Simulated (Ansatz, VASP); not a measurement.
**Pd: VASP beside Ansatz**

File INCAR:

```
PREC = Accurate
ENCUT = 600
EDIFF = 1E-7
ISMEAR = -1
SIGMA = 0.1
LREAL = False
LASPH = True
NELM = 80
ALGO = Normal
ISIF = 3
LWAVE = False
LCHARG = False
GGA = RP
IBRION = 2
NSW = 80
EDIFFG = -0.01
```

File KPOINTS:

```
regular mesh
0
Gamma
  14 14 14
```

Contents of POSCAR:

```
Pd
1.0
   -1.5436681530      1.5436681530      1.5436681530
    1.5436681530     -1.5436681530      1.5436681530
    1.5436681530      1.5436681530     -1.5436681530
Pd
1
Direct
    0.0000000000      0.0000000000      0.0000000000
```

Input for Ansatz:

```yaml
crystal:
  lattice:
    - [-1.543668153, 1.543668153, 1.543668153]
    - [1.543668153, -1.543668153, 1.543668153]
    - [1.543668153, 1.543668153, -1.543668153]
  atoms:
    - { symbol: Pd, position: [0.0, 0.0, 0.0] }
hamiltonian:
  xc: rpbe
  pseudopotentials:
    kind: paw
    azcp:
      Pd: "pseudopotentials/Pd.paw.azcp"
basis:
  ecutwfc: 420
  fft_grid_basis: typed
kpoints:
  mp_grid: { grid: [14, 14, 14], shift: [0, 0, 0] }
magnetization:
  spin_polarized: false
scf:
  occupations: { method: fermi_dirac, width: 0.1 }
relax:
  max_steps: 60
  f_tol: 0.01
  cell: {}
```

The cell was built by a generator and needn't be a form met in nature.

Alike in both runs: task relaxation of cell and atoms; functional RPBE; k mesh 14 × 14 × 14; occupations fermi-dirac, width 0.1 eV; no spin polarisation.

|  | VASP | Ansatz |
| --- | --- | --- |
| version | VASP 6.6.1 | Ansatz 0.2.0 |
| potentials or method | VASP PAW PBE potentials, release 64 (Pd) | plane waves (420 eV) with PAW, scalar-relativistic |
| plane-wave cutoff (eV) | 600 | 420 |
| valence electrons in the cell | 10 | 18 |

VASP gave:

```
relaxed volume (Å³/atom)                                     : 15.91
relaxed cell length with the largest relative difference (Å) : 2.744
energy change over the relaxation (meV/atom)                 : -47
```

**Question.** What did Ansatz give for the same quantities?

**Answer.** Relaxed volume (Å³/atom): 15.94; relaxed cell length with the largest relative difference (Å): 2.746; energy change over the relaxation (meV/atom): -50.

The two sets of potentials don't hold the same shells in valence.

Caveats: the PAW data sets were made with another functional, which shifts forces and pressure a little (VASP).
